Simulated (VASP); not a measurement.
# CdS in VASP: one cell, several levels of theory, part 2 of 2

VASP 6.6.1, plane waves, PAW. Earlier steps stand in the parts before.

### Step 3. Single point with r2SCAN

INCAR reads:

```
ENCUT = 520.000000
SIGMA = 0.010000
EDIFF = 1.00e-07
ALGO = Normal
METAGGA = R2SCAN
PREC = Accurate
IBRION = -1
ISIF = 2
ISMEAR = 0
NBANDS = 16
NELM = 120
NSW = 0
LASPH = .TRUE.
LCHARG = .FALSE.
LWAVE = .FALSE.
LREAL = .FALSE.
```

KPOINTS reads:

```
KPOINTS created by Atomic Simulation Environment
0
Gamma
8 8 8
0 0 0
```

KPOINTS_OPT reads:

```
special points
6
Reciprocal
0.0000000000 0.0000000000 0.0000000000 1
-0.5000000000 -0.5000000000 0.0000000000 1
-0.3750000000 -0.3750000000 0.2500000000 1
-0.3750000000 0.0000000000 0.3750000000 1
0.0000000000 0.0000000000 0.5000000000 1
-0.5000000000 -0.2500000000 0.2500000000 1
```

POSCAR reads:

```
Cd S
 1.0000000000000000
    -0.0000000000000000    2.9392148430445664    2.9392148430445664
     2.9392148430445664    0.0000000000000000    2.9392148430445664
     2.9392148430445664    2.9392148430445664    0.0000000000000000
 Cd  S
   1   1
Cartesian
  0.0000000000000000  0.0000000000000000 -0.0000000000000000
  1.4696074215222832  1.4696074215222832  1.4696074215222832
```

On the command line:

```sh
mpirun -np 1 vasp_std
```

Printed to the terminal (iteration lines stand in OSZICAR):

```text
POSCAR found type information on POSCAR CdS
 POSCAR found :  2 types and       2 ions
 -----------------------------------------------------------------------------
|                                                                             |
|                                                                             |
|     You enforced a specific xc type in the INCAR file but a different       |
|     I HOPE YOU KNOW WHAT YOU ARE DOING!                                     |
|                                                                             |
 -----------------------------------------------------------------------------

 LDA part: xc-table for (None), standard interpolation
 POSCAR, INCAR and KPOINTS ok, starting setup
 FFT: planning ... GRIDC
 FFT: planning ... GRID_SOFT
 FFT: planning ... GRID
 WAVECAR not read
 entering main loop
 Start KPOINTS_OPT (optional k-point list driver)
k-point batch [1-6\6]
```

OSZICAR:

```text
N       E                     dE             d eps       ncg     rms          rms(c)
DAV:   1     0.845242416576E+02    0.84524E+02   -0.90019E+03   944   0.104E+03
DAV:   2    -0.305015751908E+02   -0.11503E+03   -0.10797E+03  1120   0.259E+02
DAV:   3    -0.348543196909E+02   -0.43527E+01   -0.43458E+01  1184   0.530E+01
DAV:   4    -0.348793128306E+02   -0.24993E-01   -0.24991E-01  1168   0.394E+00
DAV:   5    -0.348796516024E+02   -0.33877E-03   -0.33877E-03  1168   0.427E-01    0.743E+00
DAV:   6    -0.296997305419E+02    0.51799E+01   -0.31723E+00  1000   0.261E+01    0.876E+00
DAV:   7    -0.296673889319E+02    0.32342E-01   -0.29097E-01  1176   0.546E+00    0.536E+00
DAV:   8    -0.296818222975E+02   -0.14433E-01   -0.60987E-02  1136   0.273E+00    0.121E+00
DAV:   9    -0.296858058205E+02   -0.39835E-02   -0.59464E-03  1192   0.659E-01    0.180E-01
DAV:  10    -0.296860404629E+02   -0.23464E-03   -0.23164E-03  1168   0.488E-01    0.167E-01
DAV:  11    -0.296859817334E+02    0.58729E-04   -0.14554E-04  1040   0.175E-01    0.981E-02
DAV:  12    -0.296859599626E+02    0.21771E-04   -0.17576E-04  1136   0.149E-01    0.410E-02
DAV:  13    -0.296859588492E+02    0.11134E-05   -0.38339E-06  1096   0.265E-02    0.655E-03
DAV:  14    -0.296859585104E+02    0.33878E-06   -0.29771E-07  1160   0.581E-03    0.198E-03
DAV:  15    -0.296859584650E+02    0.45465E-07   -0.31793E-08   608   0.141E-03
   1 F= -.29685958E+02 E0= -.29685958E+02  d E =-.435313E-43
       N       E                     dE             ncg
DAV:   1     0.707288127063E+03   -0.29816E+04      208
DAV:   2     0.737986787915E+02   -0.63349E+03      240
DAV:   3     0.508354178236E+02   -0.22963E+02      264
DAV:   4     0.507156351286E+02   -0.11978E+00      240
DAV:   5     0.507139780647E+02   -0.16571E-02      256
DAV:   6     0.507139457817E+02   -0.32283E-04      240
DAV:   7     0.507139449630E+02   -0.81870E-06      256
DAV:   8     0.507139449407E+02   -0.22311E-07      200
```

From OUTCAR:

```text
k-points           NKPTS =     29   k-points in BZ     NKDIM =     29   number of bands    NBANDS=     16

   NELECT =      18.0000    total number of electrons

   dimension x,y,z NGX =    32 NGY =   32 NGZ =   32
   dimension x,y,z NGXF=    64 NGYF=   64 NGZF=   64

  energy-cutoff  :      520.00
  volume of cell :       50.78
      direct lattice vectors                 reciprocal lattice vectors
     0.000000000  2.939214843  2.939214843    -0.170113458  0.170113458  0.170113458
     2.939214843  0.000000000  2.939214843     0.170113458 -0.170113458  0.170113458
     2.939214843  2.939214843  0.000000000     0.170113458  0.170113458 -0.170113458

 k-points in reciprocal lattice and weights: KPOINTS created by Atomic Simulation Env
   0.00000000  0.00000000  0.00000000       0.002
   0.12500000  0.00000000  0.00000000       0.016
   0.25000000  0.00000000  0.00000000       0.016
   0.37500000  0.00000000  0.00000000       0.016
   0.50000000  0.00000000  0.00000000       0.008
   0.12500000  0.12500000  0.00000000       0.012
   0.25000000  0.12500000  0.00000000       0.047
   0.37500000  0.12500000  0.00000000       0.047
[... 21 more k-points ...]

 E-fermi :   0.9471

 k-point     1 :       0.0000    0.0000    0.0000
  band No.  band energies     occupation
      1     -11.8787      2.00000
      2      -7.0334      2.00000
      3      -7.0334      2.00000
      4      -7.0334      2.00000
      5      -6.5529      2.00000
      6      -6.5529      2.00000
      7       0.8525      2.00000
      8       0.8525      2.00000
      9       0.8525      2.00000
     10       2.3907      0.00000
     11       7.9317      0.00000
     12       7.9317      0.00000
     13       7.9317      0.00000
     14      12.6747      0.00000
     15      12.8282      0.00000
     16      12.8282      0.00000

 k-point     2 :       0.1250    0.0000    0.0000
  band No.  band energies     occupation
      1     -11.8193      2.00000
      2      -7.0112      2.00000
      3      -7.0112      2.00000
      4      -6.9763      2.00000
      5      -6.5537      2.00000
      6      -6.5537      2.00000
      7      -0.1128      2.00000
      8       0.7341      2.00000
      9       0.7341      2.00000
     10       3.1870      0.00000
     11       7.6307      0.00000
     12       8.1313      0.00000
     13       8.1313      0.00000
     14      12.1985      0.00000
     15      12.1985      0.00000
     16      13.2650      0.00000

 k-point     3 :       0.2500    0.0000    0.0000
  band No.  band energies     occupation
      1     -11.6750      2.00000
      2      -6.9627      2.00000
      3      -6.9627      2.00000
      4      -6.7782      2.00000
      5      -6.5484      2.00000
      6      -6.5484      2.00000
      7      -1.5841      2.00000
      8       0.4663      2.00000
      9       0.4663      2.00000
     10       4.0289      0.00000
     11       7.5731      0.00000
     12       8.4212      0.00000
     13       8.4212      0.00000
     14      11.9668      0.00000
     15      11.9668      0.00000
     16      12.5396      0.00000

 k-point     4 :       0.3750    0.0000    0.0000
  band No.  band energies     occupation
      1     -11.5308      2.00000
      2      -6.9244      2.00000
      3      -6.9244      2.00000
      4      -6.5297      2.00000
      5      -6.5297      2.00000
      6      -6.4291      2.00000
      7      -2.8799      2.00000
      8       0.2177      2.00000
      9       0.2177      2.00000
     10       4.2806      0.00000
     11       8.2384      0.00000
     12       8.4029      0.00000
     13       8.4029      0.00000
     14      12.1943      0.00000
     15      12.8818      0.00000
     16      12.8818      0.00000

 k-point     5 :       0.5000    0.0000    0.0000
  band No.  band energies     occupation
      1     -11.4715      2.00000
      2      -6.9123      2.00000
      3      -6.9122      2.00000
      4      -6.5172      2.00000
      5      -6.5172      2.00000
      6      -6.1874      2.00000
      7      -3.4691      2.00000
      8       0.1189      2.00000
      9       0.1189      2.00000
     10       4.2909      0.00000
     11       8.3316      0.00000
     12       8.3316      0.00000
     13       8.6784      0.00000
     14      12.3454      0.00000
     15      13.9816      0.00000
     16      13.9816      0.00000

 k-point     6 :       0.1250    0.1250    0.0000
  band No.  band energies     occupation
      1     -11.7996      2.00000
      2      -6.9898      2.00000
      3      -6.9898      2.00000
      4      -6.9856      2.00000
      5      -6.5677      2.00000
      6      -6.5407      2.00000
      7      -0.1052      2.00000
      8       0.5361      2.00000
      9       0.5361      2.00000
     10       3.4701      0.00000
     11       7.2103      0.00000
     12       8.3854      0.00000
     13       8.3854      0.00000
     14      11.1231      0.00000
     15      12.9388      0.00000
     16      13.9389      0.00000

 k-point     7 :       0.2500    0.1250    0.0000
  band No.  band energies     occupation
      1     -11.6839      2.00000
      2      -6.9585      2.00000
      3      -6.9379      2.00000
      4      -6.8425      2.00000
      5      -6.5697      2.00000
      6      -6.5289      2.00000
      7      -1.1946      2.00000
      8       0.2235      2.00000
      9       0.2857      2.00000
     10       4.3051      0.00000
     11       6.8973      0.00000
     12       8.5619      0.00000
     13       8.8171      0.00000
     14      10.7308      0.00000
     15      12.8149      0.00000
     16      13.9771      0.00000

 k-point     8 :       0.3750    0.1250    0.0000
  band No.  band energies     occupation
      1     -11.5404      2.00000
      2      -6.9197      2.00000
      3      -6.8937      2.00000
      4      -6.6235      2.00000
      5      -6.5150      2.00000
      6      -6.4669      2.00000
      7      -2.4594      2.00000
      8      -0.0572      2.00000
      9      -0.0162      2.00000
     10       4.7824      0.00000
     11       7.2943      0.00000
     12       8.3873      0.00000
     13       8.9025      0.00000
     14      11.6138      0.00000
     15      13.3846      0.00000
     16      13.4390      0.00000

 k-point     9 :       0.5000    0.1250    0.0000
  band No.  band energies     occupation
      1     -11.4537      2.00000
      2      -6.8991      2.00000
      3      -6.8792      2.00000
      4      -6.5555      2.00000
      5      -6.5139      2.00000
      6      -6.1766      2.00000
      7      -3.2942      2.00000
      8      -0.3509      2.00000
      9      -0.0611      2.00000
     10       4.8663      0.00000
     11       7.5187      0.00000
     12       8.7293      0.00000
     13       8.9006      0.00000
     14      12.4614      0.00000
     15      13.7705      0.00000
     16      14.0128      0.00000

 k-point    10 :      -0.3750    0.1250    0.0000
  band No.  band energies     occupation
      1     -11.4732      2.00000
      2      -6.8975      2.00000
      3      -6.8927      2.00000
      4      -6.5402      2.00000
      5      -6.5386      2.00000
      6      -6.2546      2.00000
      7      -3.1012      2.00000
      8      -0.4464      2.00000
      9       0.1096      2.00000
     10       4.8788      0.00000
     11       7.6567      0.00000
     12       8.6356      0.00000
     13       8.6499      0.00000
     14      12.5786      0.00000
     15      13.0129      0.00000
     16      14.1742      0.00000

 k-point    11 :      -0.2500    0.1250    0.0000
  band No.  band energies     occupation
      1     -11.5880      2.00000
      2      -6.9336      2.00000
      3      -6.9173      2.00000
      4      -6.6558      2.00000
      5      -6.5644      2.00000
      6      -6.4999      2.00000
      7      -2.0667      2.00000
      8      -0.2718      2.00000
      9       0.4111      2.00000
     10       4.6982      0.00000
     11       7.5436      0.00000
     12       8.1705      0.00000
     13       8.5914      0.00000
     14      11.3826      0.00000
     15      12.9802      0.00000
     16      13.6845      0.00000

 k-point    12 :      -0.1250    0.1250    0.0000
  band No.  band energies     occupation
      1     -11.7316      2.00000
      2      -6.9858      2.00000
      3      -6.9629      2.00000
      4      -6.8843      2.00000
      5      -6.5664      2.00000
      6      -6.5380      2.00000
      7      -0.8809      2.00000
      8       0.1966      2.00000
      9       0.6777      2.00000
     10       3.9559      0.00000
     11       7.3375      0.00000
     12       8.3167      0.00000
     13       8.3908      0.00000
     14      11.3348      0.00000
     15      12.2485      0.00000
     16      14.2869      0.00000

[... the tables of k-points 13 to 29 left out ...]

  Total        0.0909670      0.0909670      0.0909670      0.0000000     -0.0000000     -0.0000000
  in kB        2.8699259      2.8699259      2.8699259      0.0000000     -0.0000000     -0.0000000
  external PRESSURE =       2.8699259 kB  Pullay stress =       0.0000000 kB

 POSITION                                       TOTAL-FORCE (eV/Angst)
 -----------------------------------------------------------------------------------
      0.00000      0.00000      0.00000        -0.000000     -0.000000     -0.000000
      1.46961      1.46961      1.46961         0.000000      0.000000      0.000000
 -----------------------------------------------------------------------------------
    total drift:                               -0.000004     -0.000004     -0.000004

  FREE ENERGIE OF THE ION-ELECTRON SYSTEM (eV)
  ---------------------------------------------------
  free  energy   TOTEN  =       -29.6859584650 eV

  energy  without entropy=      -29.6859584650  energy(sigma->0) =      -29.68595846
```

Hardware: 1 MPI rank of Intel Xeon Platinum 8488C, shared host.

The levels at the points of KPOINTS_OPT are read from vasprun.xml.

Levels at the named points, in eV from the top of band v (v: the last filled band by count, c: the next):

| point | v−1 | v | c | c+1 |
| --- | --- | --- | --- | --- |
| Γ | 0.00 | 0.00 | 1.54 | 7.08 |
| X | -1.84 | -1.84 | 3.88 | 4.73 |
| U | -2.49 | -1.50 | 4.60 | 5.83 |
| K | -2.49 | -1.50 | 4.60 | 5.83 |
| L | -0.73 | -0.73 | 3.44 | 7.48 |
| W | -2.21 | -2.17 | 5.73 | 5.86 |

r2SCAN gives a direct gap of 1.54 eV at Γ. The pressure is 0.29 GPa; the forces vanish within 0.01 eV/Å.

### Step 4. What came out

The summary covers parts 1 to 2.

| level | gap (eV) | pressure (GPa) | Ansatz: gap (eV) | Ansatz: pressure (GPa) |
| --- | --- | --- | --- | --- |
| PBE | 1.10 | 1.71 | 1.10 | 1.39 |
| r2SCAN | 1.54 | 0.29 | 1.54 | -0.02 |

The gap spans 1.10 eV (PBE) to 1.54 eV (r2SCAN). At this one volume the pressure spans 0.3 GPa (r2SCAN) to 1.7 GPa (PBE): PBE wants the largest cell and r2SCAN the smallest. The two programs agree on the gap within 0.01 eV, far less than the spread between functionals. Each program uses its own PAW datasets and cutoff. VASP's cell holds 18 valence electrons and Ansatz's 26.
